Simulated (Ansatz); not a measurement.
# Hf (P-1) in Ansatz: settings compared

The runs below take Hf through relaxation of cell and atoms, single point, with BLYP+D4, PBE.

Program: Ansatz 0.2.0. These are calculated values, not measurements. Logs are shortened: lines on timing, memory, paths and dates and some standing lists are left out, and cuts for length are marked.

## 1. The cell of the first run

The typed cell holds 1 atom: a = 3.078 Å, b = 3.058 Å, c = 3.476 Å, α = 55.73°, β = 55.49°, γ = 61.24°.

This isn't the form of Hf at room conditions, which is hcp.

## 2. Relaxation of cell and atoms, BLYP+D4 (cell sheared at random, sigma 0.06, atoms nudged by 0.01 Å)

Input file input.yaml:

```yaml
crystal:
  lattice:
    - [0.11926996, 2.34305202, 1.99282058]
    - [2.32108664, 0.12479836, 1.98729217]
    - [2.44975498, 2.46619196, -0.00386998]
  atoms:
    - { symbol: Hf, position: [0.0, 0.0, 0.0] }
hamiltonian:
  xc: blyp
  pseudopotentials: { kind: paw }
  dispersion: d4
kpoints:
  mp_grid: { grid: [11, 11, 10] }
scf:
  occupations: { method: fermi_dirac, width: 0.05 }
output:
  forces: true
  stress: true
  eigenvalues: true
relax:
  f_tol: 0.01
  max_steps: 40
  cell: { stress_tol: 0.05 }
```

Potentials or basis: Ansatz PAW.

The run is started by

```sh
> ansatz run input.yaml --threads 2 --pin off --max-ram 5632MiB --backend cpu --events-out ev --progress --plain --runs-dir out
```

What it wrote:

```text
Warning: RAYON_NUM_THREADS=2 ignored (pool sized by the plan → 2); use --threads N
Engine: ansatz 0.2.0, x86_64-unknown-linux-gnu
Pseudopotentials: kind: paw
Pseudopotential: Hf, paw, valence charge 26, recommended cutoff 420 eV (normal), Hf.paw.azcp
Functional definition: BLYP
  parameter beta = 0.0042
  parameter a = 0.04918
  parameter b = 0.132
  parameter c = 0.2533
  parameter d = 0.349
  exchange = b88_x(beta = beta)
  correlation = lyp_c(a = a, b = b, c = c, d = d)
Crystal: 1 atoms, lattice volume = 21.641 Å³
Basis set: ecut = 420 eV, 415 PW (Γ), exchange–correlation on 48×48×48 points (8 copies of the dense FFT grid, shifted against one another)
Bands: 17, of which v1, the nominal top of the filled ones, is band 13 counted from 1 (12 counted from 0)
Symmetry: 2 space group operations
Space group: P-1 (ITA 2), of the structure as read, at distance tolerance 2.8e-5 Å
k-points: 606 of 1210
Non-local potential: Hf, projectors of the file, l = 0: 3, l = 1: 2, l = 2: 2, l = 3: 3
PAW form: soft (Blöchl's): semilocal exchange-correlation on the pseudo side does not see the compensation charge
PAW frozen core: Hf, regenerated for the run's functional, and the local potential with it (the file was generated under x = pbe(κ = 0.804, μ = 0.2195149727645171), c = pbe(β = 0.06672455060314922))
PAW one-centre angular grid: Hf, 590 points (default); XC on 64 Gauss nodes
Initial density: superposition of atomic densities (neutral atoms: chi_scale 0, normalization atom), corrected by the library's trained network
Initial wavefunctions: pseudopotential atomic-orbital guess
Functional: x = b88, c = lyp
SCF iter   1: F=—  HF=-15745.256985 eV  |F-HF|=—  |Δ(HF+E_count)|=         —  Δρ=6.92e-3  dr2=7.67e-3  ethr=1.77e-3  ⟨swp⟩=5.2  Hψ=44160  notcnv=0
preconditioner: auto → Kerker (q_TF=auto, 2.813 Å⁻¹)  [metal: Δε(μ)=0.006 eV  Ē_g=18.508 eV  σ=0.050 eV  W_gap=0.03  n_scr=12 (ndim 8)  ℏωp=39.1 eV  f_vac=0.000  D(μ)=1.51/eV (n_scr^D=14)]
SCF iter   2: F=—  HF=-15745.255825 eV  |F-HF|=—  |Δ(HF+E_count)|=   1.16e-3  Δρ=4.47e-3  dr2=4.03e-3  ethr=2.95e-5  ⟨swp⟩=2.0  Hψ=20633  notcnv=0
SCF iter   3: F=—  HF=-15745.255929 eV  |F-HF|=—  |Δ(HF+E_count)|=   1.04e-4  Δρ=1.60e-3  dr2=4.35e-4  ethr=1.55e-5  ⟨swp⟩=2.0  Hψ=16038  notcnv=0
SCF iter   4: F=—  HF=-15745.255662 eV  |F-HF|=—  |Δ(HF+E_count)|=   2.66e-4  Δρ=4.10e-4  dr2=1.79e-5  ethr=1.67e-6  ⟨swp⟩=2.0  Hψ=18233  notcnv=0
SCF iter   5: F=—  HF=-15745.255659 eV  |F-HF|=—  |Δ(HF+E_count)|=   3.71e-6  Δρ=1.42e-4  dr2=2.65e-6  ethr=6.90e-8  ⟨swp⟩=2.0  Hψ=18298  notcnv=0
SCF iter   6: F=—  HF=-15745.255661 eV  |F-HF|=—  |Δ(HF+E_count)|=   2.31e-6  Δρ=3.59e-5  dr2=2.24e-7  ethr=1.02e-8  ⟨swp⟩=2.0  Hψ=15549  notcnv=0
[... 95 lines left out ...]
relax step   9: F+E_penalty+E_count = -15745.31702446 eV  Δ(F+E_penalty+E_count) = -5.985e-6 eV  max|allowed force component| = 0.000e0 eV/Å  Δτ_max = 0.0000 Å  P = +0.000 GPa  Ω = 22.494 Å³  energy of the carried Pulay correction = -1.611e-6 eV  (3 SCF iters, dr2 threshold 2.95e-8 eV, accepted)
iter 1 solved again at ethr=1.89e-9 eV; its pass at ethr=3.10e-3 eV (dr2=4.92e-7 eV) is discarded
SCF iter   1: F=—  HF=-15745.317027 eV  |F-HF|=—  |Δ(HF+E_count)|=         —  Δρ=4.57e-6  dr2=3.32e-9  ethr=1.89e-9  ⟨swp⟩=4.1  Hψ=80672  notcnv=0
SCF iter   2: F=—  HF=-15745.317026 eV  |F-HF|=—  |Δ(HF+E_count)|=   6.92e-7  Δρ=2.75e-6  dr2=1.05e-9  ethr=1.28e-11  ⟨swp⟩=3.1  Hψ=20748  notcnv=0
SCF iter   3: F=—  HF=-15745.317026 eV  |F-HF|=—  |Δ(HF+E_count)|=  7.17e-10  Δρ=1.31e-6  dr2=1.82e-10  ethr=4.03e-12  ⟨swp⟩=2.0  Hψ=18219  notcnv=0
SCF iter   4: F=—  HF=-15745.317026 eV  |F-HF|=—  |Δ(HF+E_count)|=  3.73e-10  Δρ=1.09e-7  dr2=1.83e-12  ethr=1.00e-12  ⟨swp⟩=4.9  Hψ=57964  notcnv=0
SCF iter   5: F=-15745.317026 eV  HF=-15745.317026 eV  |F-HF|=3.64e-12  |Δ(HF+E_count)|=  1.82e-12  Δρ=2.61e-8  dr2=9.89e-14  ethr=1.00e-12  ⟨swp⟩=5.9  Hψ=46361  notcnv=0
SCF 10 converged in 5 iterations: F = -15745.317026 eV  dr2 = 9.89e-14
relax step  10: F+E_penalty+E_count = -15745.31702610 eV  Δ(F+E_penalty+E_count) = -1.636e-6 eV  max|allowed force component| = 0.000e0 eV/Å  Δτ_max = 0.0000 Å  P = +0.000 GPa  Ω = 22.494 Å³  stress off target by 1.02e-2 GPa  SCF on the basis re-selected at this cell (its energy is not comparable with the rows above)  (5 SCF iters)
basis re-selected at this cell: Δ(F+E_penalty+E_count) = -1.636e-6 eV, ΔP = +0.000 GPa vs the last step (what re-selecting the basis moved, of the pressure what is left beyond the Pulay correction that the steps carried, after the strain that the cell walked since its last selection, with what the two solves' SCF thresholds leave and, on support functions, any second-order correction that the steps lacked; it is no measure of the basis error at this ecutwfc). This SCF's stress stands 1.02e-2 GPa from its target on what of the cell is left free (relax.cell.stress_tol is 5.00e-2 GPa) and its largest allowed force component is 0.00e0 eV/Å (relax.f_tol is 1.00e-2 eV/Å): within both
SCF converged after 5 iterations
Free energy (F): -15745.317026 eV
Harris-Foulkes:  -15745.317026 eV  (|F-HF|=3.64e-12)
Internal energy: -15745.305963 eV  (E = F + TS)
E sigma→0 (E₀):  -15745.311495 eV
Entropy (-TS):   -0.011063 eV (-11.063 meV/atom)
Fermi energy:    20.118573 eV
--- Per-component energies (eV) ---
  E_band       = 44.904197
  E_kinetic    = 425.239406
  E_local      = -5085.452951  (includes V_loc(G=0)·N_el)
  E_nonlocal   = -1245.948214
  E_hartree    = 2393.835928
  E_xc         = -297.624226
  E_vxc        = -261.726410  (∫ρ·V_xc dr)
  E_paw        = -6955.182950  (= ΣΔE_a)
  E_vpaw       = 1425.120538  (= ΣTr[D̂ρ^β])
  E_aug_tail   = -0.000001  (compensation charges beyond the density's cutoff)
  E_ewald      = -4979.880477
  E_disp       = -0.374110  (pairwise vdW)
  E_core_change = 0.081632  (= ΣΔE_core)
  E_smearing   = -0.011063  (= −TS)
  E_closure    = -0.000000  (closes the sum)
  Σ components = -15745.317026   (vs F -15745.317026, Δ=0.00e0)
--- Forces (eV/Å), atoms counted from 1 ---
  atom   1  Hf     0.00000000     0.00000000     0.00000000
  max |Σ_I F_I| component: 0.00e0 eV/Å
--- Stress (GPa, compression-positive) ---
        0.004066      -0.000126       0.001468
       -0.000126       0.007202       0.000155
        0.001468       0.000155      -0.010090
  P = ⅓ Tr σ = 0.0004 GPa (0.004 kbar)
--- Band table (eV; the first three rows and the last of 606) ---
  k-point 0: bands = ["-41.7211", "-10.0251", "-10.0201", "-10.0183", "8.3705", "8.3915", "8.3923", "8.3928", "8.4637", "8.4645", "8.4649", "13.0209", "21.3388", "21.4045", "21.4174", "24.0692", "24.1284"]
  k-point 1: bands = ["-41.7153", "-10.1006", "-10.0347", "-10.0289", "8.3750", "8.3911", "8.3958", "8.3964", "8.4579", "8.4582", "8.4640", "13.3639", "21.0627", "21.5361", "21.5630", "23.9228", "23.9736"]
  k-point 2: bands = ["-41.7003", "-10.3058", "-10.0604", "-10.0566", "8.3791", "8.3975", "8.4050", "8.4054", "8.4419", "8.4419", "8.4646", "14.2934", "20.4467", "21.7628", "21.7906", "23.8741", "23.8963"]
  k-point 605: bands = ["-41.6577", "-10.7929", "-10.1832", "-10.1374", "8.3739", "8.3911", "8.3945", "8.4371", "8.4395", "8.4413", "8.4616", "16.7884", "20.3492", "21.0800", "21.4620", "25.9689", "26.5840"]
--- Relaxed structure (8 steps of the walk, 8 accepted, 2 SCFs on fresh bases) ---
  F+E_penalty+E_count = -15745.31702610 eV   max|allowed force component| = 0.000e0 eV/Å   (the final SCF, on the basis selected at the relaxed cell)
  cell:  # Å, volume = 22.4939 Å³
    - [0.005889875488575712, 2.2443787761231793, 2.2362837728693683]
    - [2.2444896383279285, 0.00587184241364237, 2.236255865992681]
    - [2.2481763754577115, 2.2479952401369183, 0.002776755987252736]
  atoms:
    - { symbol: Hf, position: [0.0, 0.0, 0.0] }
```

Run time: 2.5 min. Hardware: 2 threads of Intel Xeon at 2.50GHz (Skylake/Cascade Lake), shared host; peak memory 0.55 GiB.

Results:

```
Free energy                            : -15745.3170 eV
Relaxed volume                         : 22.49 Å³/atom
Relaxed cell                           : a = 3.168 Å, b = 3.168 Å, c = 3.179 Å, α = 59.81°, β = 59.81°, γ = 59.95°
Space group after relaxing (to 0.05 Å) : Fm-3m (No. 225)
Energy gained by relaxing              : 61.4 meV/atom
Ionic steps                            : 10
Pressure after relaxing                : 0.0 GPa
Band gap on the k mesh                 : none (metal or under the smearing width)
```

Step by step:
```csv
step,energy change (eV),largest force (eV/Å),volume (Å³)
1,0.0000,0.0000,21.64
2,-0.0035,0.0000,23.34
3,-0.0186,0.0000,22.66
4,-0.0435,0.0000,22.06
5,-0.0536,0.0000,22.00
6,-0.0603,0.0000,22.33
7,-0.0608,0.0000,22.49
8,-0.0614,0.0000,22.49
9,-0.0614,0.0000,22.49
10,-0.0614,0.0000,22.49
```

Final structure:
```
CELL_PARAMETERS angstrom
0.00589 2.24438 2.23628
2.24449 0.00587 2.23626
2.24818 2.24800 0.00278
ATOMIC_POSITIONS crystal
Hf 0.00000 0.00000 0.00000
```

Caveat: the plane-wave basis is chosen anew once the cell has moved, so the energies of steps on either side of that aren't comparable; pairwise dispersion overbinds metals, which lowers pressure and volume; the PAW data sets come from PBE, with cores solved anew for the run's functional, which leaves a small shift of forces and pressure. Zero-point motion and thermal expansion aren't in these numbers.

## 3. Single point, PBE (cell sheared at random, sigma 0.06, atoms nudged by 0.01 Å)

Input file input.yaml:

```yaml
crystal:
  lattice:
    - [0.11926996, 2.34305202, 1.99282058]
    - [2.32108664, 0.12479836, 1.98729217]
    - [2.44975498, 2.46619196, -0.00386998]
  atoms:
    - { symbol: Hf, position: [0.0, 0.0, 0.0] }
hamiltonian:
  xc: pbe
  pseudopotentials: { kind: paw }
kpoints:
  mp_grid: { grid: [11, 11, 10] }
scf:
  occupations: { method: gaussian, width: 0.027 }
output:
  forces: true
  stress: true
  eigenvalues: true
```

Potentials or basis: Ansatz PAW.

The run is started by

```sh
> ansatz run input.yaml --threads 2 --pin off --max-ram 5632MiB --backend cpu --events-out ev --progress --plain --runs-dir out
```

Wall time 11 s (2 threads of Intel Xeon at 2.50GHz (Skylake/Cascade Lake), shared host); peak memory 0.5 GiB.

The run converged. Its results:

- Free energy: -15721.2217 eV
- Pressure: 3.7 GPa
- Band gap on the k mesh: none (metal or under the smearing width)

Stress tensor (GPa, compression positive):
```
 3.71 -1.69  0.65
-1.69  2.84  0.20
 0.65  0.20  4.41
```

Levels at points of the mesh, in eV from the Fermi level:
```
            k point  band 11  band 12  band 13  band 14  band 15  band 16
 (0.00, 0.00, 0.00)   -11.40    -7.22     0.43     1.94     2.43     3.13
(0.00, 0.00, -0.50)   -11.41    -3.75     0.46     1.06     2.04     4.96
```

Spin-orbit coupling is left out, which matters for the levels of Hf.

## 4. Single point, PBE (cell sheared at random, sigma 0.06, atoms nudged by 0.01 Å)

Changes to input.yaml since step 3:

```diff
@@ -13,3 +13,3 @@
 scf:
-  occupations: { method: gaussian, width: 0.027 }
+  occupations: { method: gaussian, width: 0.028 }
 output:
```

The run is started by

```sh
> ansatz run input.yaml --threads 2 --pin off --max-ram 5632MiB --backend cpu --events-out ev --progress --plain --runs-dir out
```

It took 12 s on 2 threads of Intel Xeon at 2.50GHz (Skylake/Cascade Lake), shared host; peak memory 0.5 GiB.

The run converged. Its results:

```
Free energy            : -15721.2217 eV
Pressure               : 3.7 GPa
Band gap on the k mesh : none (metal or under the smearing width)
```

Stress tensor (GPa, compression positive):
```
 3.71 -1.69  0.65
-1.69  2.84  0.20
 0.65  0.20  4.41
```

Levels at points of the mesh, in eV from the Fermi level:
```
            k point  band 11  band 12  band 13  band 14  band 15  band 16
 (0.00, 0.00, 0.00)   -11.40    -7.22     0.43     1.94     2.43     3.13
(0.00, 0.00, -0.50)   -11.41    -3.75     0.46     1.06     2.04     4.96
```

The run has no spin-orbit coupling, so splittings on Hf are missing.

## 5. The runs side by side

```tsv
task	level	cell	smearing	gap on the mesh (eV)	pressure (GPa)
relaxation of cell and atoms	BLYP+D4	relaxed from: cell sheared at random, sigma 0.06, atoms nudged by 0.01 Å	fermi-dirac 0.05 eV	none	0.0
single point	PBE	cell sheared at random, sigma 0.06, atoms nudged by 0.01 Å	gaussian 0.027 eV	none	3.7
single point	PBE	cell sheared at random, sigma 0.06, atoms nudged by 0.01 Å	gaussian 0.028 eV	none	3.7
```

Alike in all rows: potentials or basis Ansatz PAW; no spin polarisation; k mesh 11 × 11 × 10; cutoff (eV) 420.

Caveats: the plane-wave basis is chosen anew once the cell has moved, so the energies of steps on either side of that aren't comparable (some runs); pairwise dispersion overbinds metals, which lowers pressure and volume (some runs); the PAW data sets come from PBE, with cores solved anew for the run's functional, which leaves a small shift of forces and pressure (some runs).

Total energies depend on the potentials used, so only differences within one code and one set of settings carry meaning.
